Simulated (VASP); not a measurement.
# SrTiO3 in VASP: one cell, several levels of theory, part 2 of 2

VASP 6.6.1, plane waves, PAW. The steps go on from the part before.

### 3 r2SCAN at this geometry

File INCAR:

```
ENCUT = 520.000000
SIGMA = 0.010000
EDIFF = 1.00e-07
ALGO = Normal
METAGGA = R2SCAN
PREC = Accurate
IBRION = -1
ISIF = 2
ISMEAR = 0
NBANDS = 28
NELM = 120
NSW = 0
LASPH = .TRUE.
LCHARG = .FALSE.
LWAVE = .FALSE.
LREAL = .FALSE.
```

File KPOINTS:

```
KPOINTS created by Atomic Simulation Environment
0
Gamma
6 6 6
0 0 0
```

File KPOINTS_OPT:

```
special points
4
Reciprocal
0.0000000000 0.0000000000 0.0000000000 1
0.0000000000 0.5000000000 0.0000000000 1
0.5000000000 0.5000000000 0.0000000000 1
0.5000000000 0.5000000000 0.5000000000 1
```

File POSCAR:

```
Sr Ti O
 1.0000000000000000
     3.9068515015636387    0.0000000000000000    0.0000000000000000
     0.0000000000000000    3.9068515015636387    0.0000000000000000
     0.0000000000000000    0.0000000000000000    3.9068515015636387
 Sr  Ti  O
   1   1   3
Cartesian
  0.0000000000000000 -0.0000000000000000  0.0000000000000000
  1.9534257507818193  1.9534257507818193  1.9534257507818193
  1.9534257507818193  1.9534257507818193 -0.0000000000000000
  1.9534257507818193  0.0000000000000000  1.9534257507818193
  0.0000000000000000  1.9534257507818193  1.9534257507818193
```

Command:

```bash
> mpirun -np 1 vasp_std
```

Standard output, without the iteration lines:

```text
POSCAR found type information on POSCAR SrTiO
 POSCAR found :  3 types and       5 ions
 -----------------------------------------------------------------------------
|                                                                             |
|                                                                             |
|     You enforced a specific xc type in the INCAR file but a different       |
|     I HOPE YOU KNOW WHAT YOU ARE DOING!                                     |
|                                                                             |
 -----------------------------------------------------------------------------

 LDA part: xc-table for (None), standard interpolation
 POSCAR, INCAR and KPOINTS ok, starting setup
 FFT: planning ... GRIDC
 FFT: planning ... GRID_SOFT
 FFT: planning ... GRID
 WAVECAR not read
 entering main loop
 Start KPOINTS_OPT (optional k-point list driver)
k-point batch [1-4\4]
```

OSZICAR:

```text
N       E                     dE             d eps       ncg     rms          rms(c)
DAV:   1     0.417178227584E+03    0.41718E+03   -0.22059E+04  1120   0.162E+03
DAV:   2    -0.343431428032E+02   -0.45152E+03   -0.43038E+03  1264   0.453E+02
DAV:   3    -0.832893401736E+02   -0.48946E+02   -0.48449E+02  1516   0.143E+02
DAV:   4    -0.861506226972E+02   -0.28613E+01   -0.28526E+01  1736   0.287E+01
DAV:   5    -0.862260968019E+02   -0.75474E-01   -0.75453E-01  1592   0.413E+00    0.266E+01
DAV:   6    -0.626808787984E+02    0.23545E+02   -0.35656E+01  1556   0.665E+01    0.122E+01
DAV:   7    -0.632554024569E+02   -0.57452E+00   -0.37291E+00  1364   0.115E+01    0.780E+00
DAV:   8    -0.633245717990E+02   -0.69169E-01   -0.51015E-01  1320   0.500E+00    0.130E+00
DAV:   9    -0.633282611037E+02   -0.36893E-02   -0.10353E-01  1756   0.195E+00    0.751E-01
DAV:  10    -0.633344138744E+02   -0.61528E-02   -0.42834E-02  1308   0.270E+00    0.609E-01
DAV:  11    -0.633293265678E+02    0.50873E-02   -0.25523E-02  1572   0.165E+00    0.147E-01
DAV:  12    -0.633290290182E+02    0.29755E-03   -0.18167E-03  1424   0.380E-01    0.950E-02
DAV:  13    -0.633290015674E+02    0.27451E-04   -0.40152E-04  1420   0.234E-01    0.446E-02
DAV:  14    -0.633289854868E+02    0.16081E-04   -0.86948E-05  1484   0.871E-02    0.725E-03
DAV:  15    -0.633289876908E+02   -0.22040E-05   -0.69726E-06  1568   0.221E-02    0.524E-03
DAV:  16    -0.633289872411E+02    0.44975E-06   -0.31203E-06  1684   0.131E-02    0.192E-03
DAV:  17    -0.633289872910E+02   -0.49969E-07   -0.18403E-07   904   0.400E-03
   1 F= -.63328987E+02 E0= -.63328987E+02  d E =-.891996E-58
       N       E                     dE             ncg
DAV:   1     0.108011729939E+04   -0.41156E+04      224
DAV:   2    -0.516959005293E+03   -0.15971E+04      240
DAV:   3    -0.703811842739E+03   -0.18685E+03      332
DAV:   4    -0.712377364033E+03   -0.85655E+01      288
DAV:   5    -0.712734717135E+03   -0.35735E+00      296
DAV:   6    -0.712741147380E+03   -0.64302E-02      300
DAV:   7    -0.712741226145E+03   -0.78765E-04      300
DAV:   8    -0.712741227364E+03   -0.12196E-05      276
DAV:   9    -0.712741227381E+03   -0.16409E-07      192
```

From OUTCAR:

```text
k-points           NKPTS =     20   k-points in BZ     NKDIM =     20   number of bands    NBANDS=     28

   NELECT =      40.0000    total number of electrons

   dimension x,y,z NGX =    30 NGY =   30 NGZ =   30
   dimension x,y,z NGXF=    60 NGYF=   60 NGZF=   60

  energy-cutoff  :      520.00
  volume of cell :       59.63
      direct lattice vectors                 reciprocal lattice vectors
     3.906851502  0.000000000  0.000000000     0.255960586  0.000000000  0.000000000
     0.000000000  3.906851502  0.000000000     0.000000000  0.255960586  0.000000000
     0.000000000  0.000000000  3.906851502     0.000000000  0.000000000  0.255960586

 k-points in reciprocal lattice and weights: KPOINTS created by Atomic Simulation Env
   0.00000000  0.00000000  0.00000000       0.005
   0.16666667  0.00000000  0.00000000       0.028
   0.33333333  0.00000000  0.00000000       0.028
   0.50000000  0.00000000  0.00000000       0.014
   0.16666667  0.16666667  0.00000000       0.056
   0.33333333  0.16666667  0.00000000       0.111
   0.50000000  0.16666667  0.00000000       0.056
   0.33333333  0.33333333  0.00000000       0.056
[... 12 more k-points ...]

 E-fermi :   3.9488

 k-point     1 :       0.0000    0.0000    0.0000
  band No.  band energies     occupation
      1     -54.8426      2.00000
      2     -30.0388      2.00000
      3     -30.0388      2.00000
      4     -30.0388      2.00000
      5     -30.0370      2.00000
      6     -14.5757      2.00000
      7     -13.6350      2.00000
      8     -13.6350      2.00000
      9     -11.4121      2.00000
     10     -11.4121      2.00000
     11     -11.4121      2.00000
     12       0.9325      2.00000
     13       0.9325      2.00000
     14       0.9325      2.00000
     15       2.6263      2.00000
     16       2.6263      2.00000
     17       2.6263      2.00000
     18       3.4539      2.00000
     19       3.4539      2.00000
     20       3.4539      2.00000
     21       6.1100      0.00000
     22       6.1100      0.00000
     23       6.1100      0.00000
     24       8.4243      0.00000
     25       8.4243      0.00000
     26       9.8083      0.00000
     27       9.8083      0.00000
     28      10.9018      0.00000

 k-point     2 :       0.1667    0.0000    0.0000
  band No.  band energies     occupation
      1     -54.8422      2.00000
      2     -30.1032      2.00000
      3     -30.0381      2.00000
      4     -30.0381      2.00000
      5     -29.9866      2.00000
      6     -14.5774      2.00000
      7     -13.6262      2.00000
      8     -13.6120      2.00000
      9     -11.4005      2.00000
     10     -11.4005      2.00000
     11     -11.2684      2.00000
     12       0.5740      2.00000
     13       0.9201      2.00000
     14       0.9201      2.00000
     15       2.3082      2.00000
     16       2.3082      2.00000
     17       2.4043      2.00000
     18       2.7029      2.00000
     19       3.3065      2.00000
     20       3.3065      2.00000
     21       6.1492      0.00000
     22       6.6613      0.00000
     23       6.6613      0.00000
     24       8.4297      0.00000
     25       9.2024      0.00000
     26      10.2602      0.00000
     27      10.2810      0.00000
     28      11.5459      0.00000

 k-point     3 :       0.3333    0.0000    0.0000
  band No.  band energies     occupation
      1     -54.8413      2.00000
      2     -30.1639      2.00000
      3     -30.0366      2.00000
      4     -30.0366      2.00000
      5     -29.9532      2.00000
      6     -14.6676      2.00000
      7     -13.6073      2.00000
      8     -13.4245      2.00000
      9     -11.3770      2.00000
     10     -11.3770      2.00000
     11     -11.0174      2.00000
     12      -0.2039      2.00000
     13       0.9139      2.00000
     14       0.9139      2.00000
     15       1.7120      2.00000
     16       1.7455      2.00000
     17       1.7455      2.00000
     18       2.0125      2.00000
     19       3.1329      2.00000
     20       3.1329      2.00000
     21       6.2303      0.00000
     22       7.5856      0.00000
     23       7.5856      0.00000
     24       8.4368      0.00000
     25      10.3100      0.00000
     26      11.2376      0.00000
     27      11.3089      0.00000
     28      12.6172      0.00000

 k-point     4 :       0.5000    0.0000    0.0000
  band No.  band energies     occupation
      1     -54.8410      2.00000
      2     -30.1894      2.00000
      3     -30.0359      2.00000
      4     -30.0359      2.00000
      5     -29.9413      2.00000
      6     -14.7357      2.00000
      7     -13.5978      2.00000
      8     -13.2844      2.00000
      9     -11.3652      2.00000
     10     -11.3652      2.00000
     11     -10.9061      2.00000
     12      -0.6181      2.00000
     13       0.9351      2.00000
     14       0.9352      2.00000
     15       1.3566      2.00000
     16       1.4766      2.00000
     17       1.4766      2.00000
     18       1.8365      2.00000
     19       3.0674      2.00000
     20       3.0674      2.00000
     21       6.2722      0.00000
     22       8.0088      0.00000
     23       8.0088      0.00000
     24       8.4395      0.00000
     25      10.7604      0.00000
     26      11.7348      0.00000
     27      11.9225      0.00000
     28      12.5330      0.00000

 k-point     5 :       0.1667    0.1667    0.0000
  band No.  band energies     occupation
      1     -54.8418      2.00000
      2     -30.1130      2.00000
      3     -30.0581      2.00000
      4     -30.0373      2.00000
      5     -29.9704      2.00000
      6     -14.5342      2.00000
      7     -13.6391      2.00000
      8     -13.5922      2.00000
      9     -11.3883      2.00000
     10     -11.3363      2.00000
     11     -11.2177      2.00000
     12       0.3916      2.00000
     13       0.7227      2.00000
     14       0.9115      2.00000
     15       1.6273      2.00000
     16       2.0735      2.00000
     17       2.5193      2.00000
     18       2.6186      2.00000
     19       2.9735      2.00000
     20       3.0867      2.00000
     21       6.6275      0.00000
     22       6.7433      0.00000
     23       6.9602      0.00000
     24       8.8097      0.00000
     25       9.6443      0.00000
     26      10.6593      0.00000
     27      10.7168      0.00000
     28      11.9358      0.00000

[... the tables of k-points 6 to 20 left out ...]

  Total        0.3494788      0.3494788      0.3494788      0.0000000      0.0000000     -0.0000000
  in kB        9.3896786      9.3896786      9.3896786      0.0000000      0.0000000     -0.0000000
  external PRESSURE =       9.3896786 kB  Pullay stress =       0.0000000 kB

 POSITION                                       TOTAL-FORCE (eV/Angst)
 -----------------------------------------------------------------------------------
      0.00000      0.00000      0.00000         0.000000      0.000000      0.000000
      1.95343      1.95343      1.95343         0.000000      0.000000      0.000000
      1.95343      1.95343      0.00000         0.000000      0.000000      0.000000
      1.95343      0.00000      1.95343         0.000000      0.000000      0.000000
      0.00000      1.95343      1.95343         0.000000      0.000000      0.000000
 -----------------------------------------------------------------------------------
    total drift:                                0.000000      0.000000     -0.000000

  FREE ENERGIE OF THE ION-ELECTRON SYSTEM (eV)
  ---------------------------------------------------
  free  energy   TOTEN  =       -63.3289872910 eV

  energy  without entropy=      -63.3289872910  energy(sigma->0) =      -63.32898729
```

Hardware: 1 MPI rank of Intel Xeon Platinum 8488C, shared host.

The levels at the points of KPOINTS_OPT are read from vasprun.xml.

Band energies at the special points (eV, zero at the top of v, the last band that the electrons fill by count):

```tsv
point	v−1	v	c	c+1
Γ	-0.38	-0.38	2.27	2.27
X	-0.77	-0.77	2.43	4.17
M	-1.61	-0.09	4.18	4.18
R	0.00	0.00	4.87	4.87
```

Gap with r2SCAN: 2.27 eV, valence top at R, conduction bottom at Γ. Least direct gap: 2.66 eV. The pressure is 0.94 GPa; the forces vanish within 0.01 eV/Å.

### 4 What came out

The summary covers parts 1 to 2.

| level | gap (eV) | pressure (GPa) | Ansatz: gap (eV) | Ansatz: pressure (GPa) |
| --- | --- | --- | --- | --- |
| PBE | 1.85 | 4.71 | 1.88 | 4.06 |
| r2SCAN | 2.27 | 0.94 | 2.26 | 0.02 |

What this shows: The gap runs from 1.85 eV (PBE) to 2.27 eV (r2SCAN). The pressure is highest with PBE (4.7 GPa) and lowest with r2SCAN (0.9 GPa), which orders the cells that they would relax to. The two programs agree on the gap within 0.04 eV, far less than the spread between functionals. Datasets and cutoffs are each program's own.
